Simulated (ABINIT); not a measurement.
# WC (Qusongite): relaxation of cell and atoms with r2SCAN

WC (Qusongite):

```
W C
1.0
     2.90650    0.00000    0.00000
    -1.45325    2.51710    0.00000
     0.00000    0.00000    2.83660
W C
1 1
Cartesian
  0.0000 0.0000 0.0000
  1.4533 0.8390 1.4183
```

| Property | Result |
| --- | --- |
| Program | ABINIT 10.8.3 (patched build) |
| Task | relaxation of cell and atoms |
| Functional | r2SCAN |
| Potentials or basis | JTH PAW PBE v2.0 |
| Cutoff | 626 eV |
| k mesh | 10 × 10 × 9 |
| Occupations | fermi-dirac, width 0.05 eV |
| Spin | no spin polarisation |
| Cell freedom (optcell) | 2 |
| Cutoff smearing ecutsm (Ha) | 0.5 |
| Optimiser (ionmov) | 2 |
| Force stop (Ha/bohr) | 0.0005 |
| Fine-grid cutoff | 1224.51 eV |

```yaml
Relaxed_volume: 10.48 Å³/atom
Relaxed_cell: a = 2.921 Å, b = 2.921 Å, c = 2.839 Å, α = 90.00°, β = 90.00°, γ = 120.00°
Space_group_after_relaxing_to_0.05_Å: P-6m2 (No. 187)
Energy_gained_by_relaxing: 1.7 meV/atom
Ionic_steps: 4
Pressure_after_relaxing: 0.0 GPa
Band_gap_on_the_k_mesh: none (metal or under the smearing width)
Valence_electrons_inside_the_program's_atomic_spheres: W 11.85; C 2.46
```

The path:
```csv
step,energy change (eV),largest force (eV/Å),pressure (GPa),volume (Å³)
1,0.0000,0.0000,3.90,20.75
2,-0.0032,0.0000,-0.65,21.00
3,-0.0034,0.0000,-0.05,20.97
4,-0.0034,0.0000,0.01,20.97
```

Final structure:
```
W C
1.0
     2.92063    0.00000    0.00000
    -1.46032    2.52934    0.00000
     0.00000    0.00000    2.83856
W C
1 1
Direct
  0.00000 0.00000 0.00000
  0.66667 0.33333 0.50000
```

Levels at points of the mesh, in eV from the Fermi level:
| k point | band 6 | band 7 | band 8 | band 9 | band 10 | band 11 | band 12 | band 13 |
| --- | --- | --- | --- | --- | --- | --- | --- | --- |
| (0.00, 0.00, 0.00) | -4.43 | -3.48 | -3.48 | 0.12 | 3.34 | 3.34 | 5.90 | 5.90 |
| (0.50, 0.00, 0.00) | -7.30 | -3.69 | -3.66 | -0.55 | 2.45 | 4.62 | 4.96 | 7.24 |

Run time: 4.4 min on 1 thread of Arm Neoverse V1, on a shared host, peak memory 0.14 GiB.

Caveat: the PAW data sets were made with another functional, which shifts forces and pressure a little. Zero-point motion and thermal expansion aren't in these numbers.
